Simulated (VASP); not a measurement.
Wanted: the native input for a VASP 6.6.1 run.

```
Task                   : relaxation of cell and atoms
Functional             : PBE
Potentials or basis    : VASP PAW PBE potentials, release 64 (Te)
Cutoff                 : 400 eV
k mesh                 : 9 × 9 × 6
Occupations            : gaussian, width 0.03 eV
Spin                   : no spin polarisation
Pressure (GPa)         : 0
Further INCAR settings : ALGO = Fast; EDIFF = 1e-07; IBRION = 2; EDIFFG = -0.003; NSW = 60; ISIF = 3
```

The structure of Te lies in POSCAR:

```
Te
1.0
    4.4540000000      0.0000000000      0.0000000000
   -2.2270000000      3.8572771485      0.0000000000
    0.0000000000      0.0000000000      5.9240000000
Te
3
Direct
    0.2690000000      0.0000000000      0.3333333333
    0.0000000000      0.2690000000      0.6666666667
    0.7310000000      0.7310000000      0.0000000000
```

These files were run (other wordings do the same):

INCAR

```
SYSTEM = Te
  PREC = Accurate
  ENCUT = 400
  EDIFF = 1E-7
  ISMEAR = 0
  SIGMA = 0.03
  LREAL = .False.
  LASPH = .True.
  NELM = 100
  ALGO = Fast
  ISIF = 3
  LWAVE = .False.
  LCHARG = .False.
  GGA = PE
  IBRION = 2
  NSW = 60
  EDIFFG = -0.003
  PSTRESS = 0
```

KPOINTS

```
Automatic mesh
0
Gamma
  9 9 6
  0 0 0
```

Potentials or basis: VASP PAW PBE potentials, release 64 (Te).

The run is started by

```sh
$ cat potpaw_PBE.64/Te/POTCAR > POTCAR
$ mpirun -np 1 vasp_std > vasp.out
```

It gave:

```json
{
  "Relaxed volume": "35.02 Å³/atom",
  "Relaxed cell": "a = 4.513 Å, b = 4.513 Å, c = 5.958 Å, α = 90.00°, β = 90.00°, γ = 120.00°",
  "Space group after relaxing (to 0.05 Å)": "P3_121 (No. 152)",
  "Energy gained by relaxing": "4.6 meV/atom",
  "Ionic steps": "14",
  "Pressure after relaxing": "0.0 GPa",
  "Band gap on the k mesh": "0.21 eV, direct"
}
```

Caveat: spin-orbit coupling is left out, which moves the levels of the heavy elements; an odd mesh through Γ misses points on the zone boundary, where band edges often lie.

Wall time 7.2 min on 1 thread of Intel(R) Xeon(R) Platinum 8488C (Sapphire Rapids), on a shared host, peak memory 0.2 GiB.
